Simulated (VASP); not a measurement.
# CdTe (F-43m) in VASP: notebook

One crystal, CdTe, is run at these levels: PBEsol, LDA; tasks: relaxation of cell and atoms.

All numbers are computed with VASP 6.6.1; they aren't measurements. Logs are shortened: lines on timing, memory, paths and dates and some standing lists are left out, and cuts for length are marked.

### Step 1. Starting point

Symmetry: F-43m, No. 216, cubic system. Conventional cell: a = 6.496 Å, b = 6.496 Å, c = 6.496 Å, α = 90.00°, β = 90.00°, γ = 90.00°. Cd (site symmetry -43m) has 4 Te at 2.81 Å as nearest neighbours. Te (site symmetry -43m) is surrounded by 4 Cd at 2.81 Å.

### Step 2. Relaxation of cell and atoms, PBEsol

Input file INCAR:

```
SYSTEM = CdTe
PREC = Accurate ; ENCUT = 600
EDIFF = 1E-7 ; ISMEAR = 0
SIGMA = 0.03 ; LREAL = .False.
LASPH = .True. ; NELM = 80
ALGO = Normal ; ISIF = 3
LWAVE = .False. ; LCHARG = .False.
GGA = PS ; IBRION = 2
NSW = 90 ; EDIFFG = -0.005
KPAR = 8
```

Input file KPOINTS:

```
Automatic mesh
0
Gamma
  8 8 8
  0 0 0
```

Input file POSCAR:

```
CdTe                                    
1.0
   -0.0000000000      3.2477981880      3.2477981880
    3.2477981880     -0.0000000000      3.2477981880
    3.2477981880      3.2477981880     -0.0000000000
  Cd              Te            
     1     1
Direct
     0.0000000000000000    0.0000000000000000    0.0000000000000000
     0.2500000000000000    0.2500000000000000    0.2500000000000000
```

Potentials or basis: VASP PAW PBE potentials, release 64 (Cd, Te).

Command:

```sh
> cat potpaw_PBE.64/Cd/POTCAR potpaw_PBE.64/Te/POTCAR > POTCAR
> mpirun -np 8 vasp_std > vasp.out
```

OUTCAR:

```text
SYSTEM = CdTe
   PREC = Accurate
   ENCUT = 600
   EDIFF = 1E-7
   ISMEAR = 0
   LREAL = .False.
   LASPH = .True.
   NELM = 80
   ISIF = 3
   GGA = PS
   IBRION = 2
   NSW = 90
   EDIFFG = -0.005

 ion  position               nearest neighbor table
   1  0.000  0.000  0.000-   2 2.81   2 2.81   2 2.81   2 2.81
   2  0.250  0.250  0.250-   1 2.81   1 2.81   1 2.81   1 2.81

  LATTYP: Found a face centered cubic cell.
 ALAT       =     6.4955963760

  Lattice vectors:

 A1 = (   0.0000000000,   3.2477981880,   3.2477981880)
 A2 = (   3.2477981880,   0.0000000000,   3.2477981880)
 A3 = (   3.2477981880,   3.2477981880,   0.0000000000)

Analysis of symmetry for initial positions (statically):
=====================================================================
 Subroutine PRICEL returns:
 Original cell was already a primitive cell.

 Routine SETGRP: Setting up the symmetry group for a
 face centered cubic supercell.

 Subroutine GETGRP returns: Found 24 space group operations
 (whereof 24 operations were pure point group operations)
 out of a pool of 48 trial point group operations.

The static configuration has the point symmetry T_d .

Analysis of symmetry for dynamics (positions and initial velocities):
=====================================================================
 Subroutine PRICEL returns:
 Original cell was already a primitive cell.

 Routine SETGRP: Setting up the symmetry group for a
 face centered cubic supercell.

 Subroutine GETGRP returns: Found 24 space group operations
 (whereof 24 operations were pure point group operations)
 out of a pool of 48 trial point group operations.

The dynamic configuration has the point symmetry T_d .

 Subroutine INISYM returns: Found 24 space group operations
 (whereof 24 operations are pure point group operations),
 and found     1 'primitive' translations

----------------------------------------------------------------------------------------

                                     Primitive cell

  volume of cell :      68.5168

  direct lattice vectors                    reciprocal lattice vectors
     0.000000000  3.247798188  3.247798188    -0.153950452  0.153950452  0.153950452
     3.247798188  0.000000000  3.247798188     0.153950452 -0.153950452  0.153950452
     3.247798188  3.247798188  0.000000000     0.153950452  0.153950452 -0.153950452

  length of vectors
     4.593080245  4.593080245  4.593080245     0.266650005  0.266650005  0.266650005

  position of ions in fractional coordinates (direct lattice)
     0.000000000  0.000000000  0.000000000
     0.250000000  0.250000000  0.250000000

  ion indices of the primitive-cell ions
   primitive index   ion index
                 1           1
                 2           2

----------------------------------------------------------------------------------------

 KPOINTS: Automatic mesh

Automatic generation of k-mesh.
 Grid dimensions read from file:
 generate k-points for:    8    8    8

 Generating k-lattice:

  Cartesian coordinates                     Fractional coordinates (reciprocal lattice)
    -0.019243807  0.019243807  0.019243807     0.125000000  0.000000000  0.000000000
     0.019243807 -0.019243807  0.019243807     0.000000000  0.125000000  0.000000000
     0.019243807  0.019243807 -0.019243807     0.000000000  0.000000000  0.125000000

  Length of vectors
     0.033331251  0.033331251  0.033331251

  Shift w.r.t. Gamma in fractional coordinates (k-lattice)
     0.000000000  0.000000000  0.000000000

 Subroutine IBZKPT returns following result:
 ===========================================

 Found     29 irreducible k-points:

 Following reciprocal coordinates:
            Coordinates               Weight
  0.000000  0.000000  0.000000      1.000000
  0.125000  0.000000  0.000000      8.000000
  0.250000  0.000000  0.000000      8.000000
  0.375000  0.000000  0.000000      8.000000
  0.500000  0.000000  0.000000      4.000000
  0.125000  0.125000  0.000000      6.000000
[... 16 lines left out ...]
  0.500000  0.250000  0.125000     48.000000
 -0.375000  0.250000  0.125000     24.000000
 [... further k-points ...]
   k-points           NKPTS =     29   k-points in BZ     NKDIM =     29   number of bands    NBANDS=     13
   number of dos      NEDOS =    301   number of ions     NIONS =      2
   total plane-waves  NPLWV =  64000
   dimension x,y,z NGX =    40 NGY =   40 NGZ =   40
   dimension x,y,z NGXF=    80 NGYF=   80 NGZF=   80
   ions per type =               1   1
   NGX,Y,Z   is equivalent  to a cutoff of  14.48, 14.48, 14.48 a.u.
   NGXF,Y,Z  is equivalent  to a cutoff of  28.96, 28.96, 28.96 a.u.
 SYSTEM =  CdTe
   PREC   = accura    normal or accurate (medium, high low for compatibility)
   ISTART =      0    job   : 0-new  1-cont  2-samecut
   ICHARG =      2    charge: 1-file 2-atom 10-const
   ISPIN  =      1    spin polarized calculation?
   LNONCOLLINEAR =      F non collinear calculations
   LSORBIT =      F    spin-orbit coupling
   LASPH  =      T    aspherical Exc in radial PAW
   ENCUT  =  600.0 eV  44.10 Ry    6.64 a.u.   9.17  9.17  9.17*2*pi/ulx,y,z
   NELM   =     80;   NELMIN=  2; NELMDL= -5     # of ELM steps
   EDIFF  = 0.1E-06   stopping-criterion for ELM
   LREAL  =      F    real-space projection
   EDIFFG = -.5E-02   stopping-criterion for IOM
   NSW    =     90    number of steps for IOM
   IBRION =      2    ionic relax: 0-MD 1-quasi-New 2-CG
   NFREE  =      1    steps in history (QN), initial steepest desc. (CG)
   ISIF   =      3    stress and relaxation
   ISYM   =      2    0-nonsym 1-usesym 2-fastsym
   POTIM  = 0.5000    time-step for ionic-motion
   TEBEG  =    0.0;   TEEND  =   0.0 temperature during run
   PSTRESS=    0.0 pullay stress
   NELECT =      18.0000    total number of electrons
   NUPDOWN=      -1.0000    fix difference up-down
   EMIN   =  10.00;   EMAX   =-10.00  energy-range for DOS
   EFERMI =   0.00;   METHOD = LEGACY
   ISMEAR =     0;   SIGMA  =   0.03  broadening in eV -4-tet -1-fermi 0-gaus
   EFERMI_NEDOS =   21; number of points for ismear=-14 and -15
   IALGO  =     38    algorithm
   IMIX   =      4    mixing-type and parameters
     AMIX     =   0.40;   BMIX     =  1.00
     AMIX_MAG =   1.60;   BMIX_MAG =  1.00
  volume/ion in A,a.u.               =      34.26       231.19
  Fermi-wavevector in a.u.,A,eV,Ry     =   1.048496  1.981369 14.957471  1.099343
  Thomas-Fermi vector in A             =   2.183420
   LORBIT       =      0    0 simple, 1 ext, 2 COOP (PROOUT), +10 PAW based schemes
   GGA     = PS    functional components
   LHFCALC =     F    Hartree Fock is set to
   AEXX    =    0.0000 exact exchange contribution
   IVDW    =     0    specifies the selected vdW correction
   LEPSILON=     F    determine dielectric tensor
   LRPA    =     F    only Hartree local field effects (RPA)
 conjugate gradient relaxation of ions
 non-spin polarized calculation
 Gauss-broadening in eV      SIGMA  =   0.03
  energy-cutoff  :      600.00
  volume of cell :       68.52
 maximum number of plane-waves:      2303
 NGX is ok and might be reduce to    40
   NGX = 19   NGY = 19   NGZ = 19

 number of electron      17.9999998 magnetization

 Free energy of the ion-electron system (eV)
  ---------------------------------------------------
  ext. energy  EPLUGINS =         0.00000000
  ---------------------------------------------------
  free energy    TOTEN  =        -5.48951773 eV

  energy without entropy =       -5.48951773  energy(sigma->0) =       -5.48951773

 E-fermi :   2.2763     XC(G=0):  -8.7515

 val. band max:        2.1496956707   @ k =   0.0000   0.0000   0.0000
 cond. band min:       2.7920660280   @ k =   0.0000   0.0000   0.0000
 fundamental gap:      0.6423703573
 Fermi energy:         2.2763351963

 k-point     1 :       0.0000    0.0000    0.0000
  band No.  band energies     occupation
      1      -9.0241      2.00000
      2      -6.0827      2.00000
      3      -6.0827      2.00000
      4      -6.0827      2.00000
      5      -5.8227      2.00000
      6      -5.8227      2.00000
      7       2.1497      2.00000
      8       2.1497      2.00000
      9       2.1497      2.00000
     10       2.7921      0.00000
     11       6.7008      0.00000
     12       6.7008      0.00000
     13       6.7008      0.00000

 k-point     2 :       0.1250    0.0000    0.0000
  band No.  band energies     occupation
      1      -8.9655      2.00000
      2      -6.0717      2.00000
      3      -6.0717      2.00000
      4      -6.0384      2.00000
      5      -5.8236      2.00000
      6      -5.8236      2.00000
      7       0.8960      2.00000
      8       2.0122      2.00000
      9       2.0122      2.00000
     10       3.7044      0.00000
     11       6.6637      0.00000
     12       6.9122      0.00000
     13       6.9122      0.00000

 k-point     3 :       0.2500    0.0000    0.0000
  band No.  band energies     occupation
      1      -8.8233      2.00000
      2      -6.0472      2.00000
      3      -6.0472      2.00000
      4      -5.8889      2.00000
      5      -5.8232      2.00000
      6      -5.8232      2.00000
      7      -0.5983      2.00000
      8       1.7214      2.00000
      9       1.7214      2.00000
     10       4.0478      0.00000
     11       7.2485      0.00000
     12       7.2485      0.00000
     13       7.4122      0.00000
[... 305 lines left out ...]
 k-point    23 :       0.5000    0.2500    0.1250
  band No.  band energies     occupation
      1      -8.6084      2.00000
      2      -5.9999      2.00000
      3      -5.9898      2.00000
      4      -5.8508      2.00000
      5      -5.8131      2.00000
      6      -5.5244      2.00000
      7      -1.7331      2.00000
      8       0.1983      2.00000
      9       1.0300      2.00000
     10       5.3302      0.00000
     11       6.6263      0.00000
     12       7.5235      0.00000
     13       8.8036      0.00000

 k-point    24 :      -0.3750    0.2500    0.1250
  band No.  band energies     occupation
      1      -8.5636      2.00000
      2      -5.9949      2.00000
      3      -5.9824      2.00000
      4      -5.8386      2.00000
      5      -5.8174      2.00000
      6      -5.3892      2.00000
      7      -2.0970      2.00000
      8       0.0755      2.00000
      9       0.8827      2.00000
     10       5.3121      0.00000
     11       6.6619      0.00000
     12       8.0605      0.00000
     13       9.2331      0.00000

 [... further k-points ...]

------------------------ aborting loop because EDIFF is reached ----------------------------------------

  FORCE on cell =-STRESS in cart. coord.  units (eV):
  Direction    XX          YY          ZZ          XY          YZ          ZX
  --------------------------------------------------------------------------------------
  -------------------------------------------------------------------------------------
  Total        0.0011063      0.0011063      0.0011063      0.0000000      0.0000000      0.0000000
  in kB        0.0258688      0.0258688      0.0258688      0.0000000      0.0000000      0.0000000
  external PRESSURE =       0.0258688 kB  Pullay stress =       0.0000000 kB

 VOLUME and BASIS-vectors are now :
 -----------------------------------------------------------------------------
  energy-cutoff  :      600.00
  volume of cell :       68.52
      direct lattice vectors                 reciprocal lattice vectors
     0.000000000  3.247798188  3.247798188    -0.153950452  0.153950452  0.153950452
     3.247798188  0.000000000  3.247798188     0.153950452 -0.153950452  0.153950452
     3.247798188  3.247798188  0.000000000     0.153950452  0.153950452 -0.153950452

 POSITION                                       TOTAL-FORCE (eV/Angst)
 -----------------------------------------------------------------------------------
      0.00000      0.00000      0.00000         0.000000      0.000000     -0.000000
      1.62390      1.62390      1.62390        -0.000000     -0.000000      0.000000
 -----------------------------------------------------------------------------------
    total drift:                               -0.000000     -0.000000     -0.000000

  FREE ENERGIE OF THE ION-ELECTRON SYSTEM (eV)
  ---------------------------------------------------
  free  energy   TOTEN  =        -5.4895177273 eV

  energy  without entropy=       -5.4895177272  energy(sigma->0) =       -5.48951773

 reached required accuracy - stopping structural energy minimisation
```

Run time: 11 s. Hardware: 8 MPI ranks of Intel Xeon 6975P-C (Granite Rapids), shared host; peak memory 0.26 GiB.

What came out:

```yaml
Free_energy: -5.4895 eV
Pressure_after_relaxing: 0.0 GPa
Band_gap_on_the_k_mesh: 0.64 eV, direct
```

Final structure:
```cif
data_structure
_symmetry_space_group_name_H-M 'P 1'
_symmetry_Int_Tables_number 1
_cell_length_a 4.5931
_cell_length_b 4.5931
_cell_length_c 4.5931
_cell_angle_alpha 60.000
_cell_angle_beta 60.000
_cell_angle_gamma 60.000
_cell_volume 68.52
loop_
_atom_site_label
_atom_site_type_symbol
_atom_site_fract_x
_atom_site_fract_y
_atom_site_fract_z
_atom_site_occupancy
Cd1 Cd 0.00000 0.00000 0.00000 1
Te1 Te 0.25000 0.25000 0.25000 1
```

Caveat: the relaxation stopped at its first step, so nothing moved; the PAW data sets were made with another functional, which shifts forces and pressure a little; spin-orbit coupling is left out, which moves the levels of the heavy elements.

### Step 3. Relaxation of cell and atoms, LDA

This run uses another cell than the first one, of 32.92 Å³/atom, 0.961 times its volume.

Input file INCAR:

```
SYSTEM = CdTe
PREC = Accurate
ENCUT = 600
EDIFF = 1E-6
ISMEAR = 0
SIGMA = 0.03
LREAL = .FALSE.
LASPH = .TRUE.
NELM = 80
ALGO = Normal
ISIF = 3
LWAVE = .FALSE.
LCHARG = .FALSE.
IBRION = 2
NSW = 90
EDIFFG = -0.01
```

Input file KPOINTS:

```
regular mesh
0
G
  8 8 8
  0 0 0
```

Input file POSCAR:

```
CdTe
1.0
    0.0000000000      3.2050000000      3.2050000000
    3.2050000000      0.0000000000      3.2050000000
    3.2050000000      3.2050000000      0.0000000000
Cd Te
1 1
Direct
    0.0000000000      0.0000000000      0.0000000000
    0.2500000000      0.2500000000      0.2500000000
```

Potentials or basis: VASP PAW LDA potentials, release 64 (Cd, Te).

Command:

```sh
> cat potpaw_LDA.64/Cd/POTCAR potpaw_LDA.64/Te/POTCAR > POTCAR
> mpirun -np 1 vasp_std > vasp.out
```

Run time: 18 s. Hardware: 1 thread of Intel Xeon Platinum 8488C (Sapphire Rapids), shared host; peak memory 0.2 GiB.

It converged, with:

```
Free energy                            : -6.0508 eV
Relaxed volume                         : 33.12 Å³/atom
Relaxed cell                           : a = 4.542 Å, b = 4.542 Å, c = 4.542 Å, α = 60.00°, β = 60.00°, γ = 60.00°
Space group after relaxing (to 0.05 Å) : F-43m (No. 216)
Energy gained by relaxing              : 0.1 meV/atom
Ionic steps                            : 2
Pressure after relaxing                : 0.0 GPa
Band gap on the k mesh                 : 0.63 eV, direct
```

The path:
```tsv
step	energy change (eV)	largest force (eV/Å)	pressure (GPa)	volume (Å³)
1	0.0000	0.0000	0.20	65.84
2	-0.0002	0.0000	-0.05	66.25
```

Final structure:
```cif
data_structure
_symmetry_space_group_name_H-M 'P 1'
_symmetry_Int_Tables_number 1
_cell_length_a 4.5417
_cell_length_b 4.5417
_cell_length_c 4.5417
_cell_angle_alpha 60.000
_cell_angle_beta 60.000
_cell_angle_gamma 60.000
_cell_volume 66.25
loop_
_atom_site_label
_atom_site_type_symbol
_atom_site_fract_x
_atom_site_fract_y
_atom_site_fract_z
_atom_site_occupancy
Cd1 Cd 0.00000 0.00000 0.00000 1
Te1 Te 0.25000 0.25000 0.25000 1
```

Levels at points of the mesh, in eV from the valence-band top:
```csv
k point,band 6,band 7,band 8,band 9,band 10,band 11,band 12,band 13
"(0.00, 0.00, 0.00)",-8.11,0.00,0.00,0.00,0.63,4.48,4.48,4.48
"(0.50, 0.00, 0.00)",-7.74,-4.66,-0.83,-0.83,1.68,5.08,5.08,6.88
"(0.50, 0.50, 0.00)",-7.59,-4.51,-1.98,-1.98,2.38,2.54,8.79,9.12
```

Caveat: spin-orbit coupling is left out, which moves the levels of the heavy elements.
